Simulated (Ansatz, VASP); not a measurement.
## Tl in VASP and in Ansatz

```
Tl
1.0
    -2.03728    2.03728    2.03728
     2.03728   -2.03728    2.03728
     2.03728    2.03728   -2.03728
Tl
1
Cartesian
  0.0000 0.0000 0.0000
```

Alike in both runs: task single point; functional RPBE; k mesh 12 × 12 × 12; occupations fermi-dirac, width 0.1 eV; no spin polarisation.

|  | VASP | Ansatz |
| --- | --- | --- |
| version | VASP 6.6.1 | Ansatz 0.2.0 |
| potentials or method | VASP PAW PBE potentials, release 64 (Tl_d) | plane waves (420 eV) with PAW, scalar-relativistic |
| plane-wave cutoff (eV) | 520 | 420 |
| valence electrons in the cell | 13 | 13 |

Ansatz gave:

| Item | Value |
| --- | --- |
| pressure (GPa) | 0.0 |

Q: What did VASP give for the same quantities?

A: Pressure (GPa): -0.1.

Caveats: the PAW data sets were made with another functional, which shifts forces and pressure a little (VASP). The runs have no spin-orbit coupling, so splittings on Tl are missing.
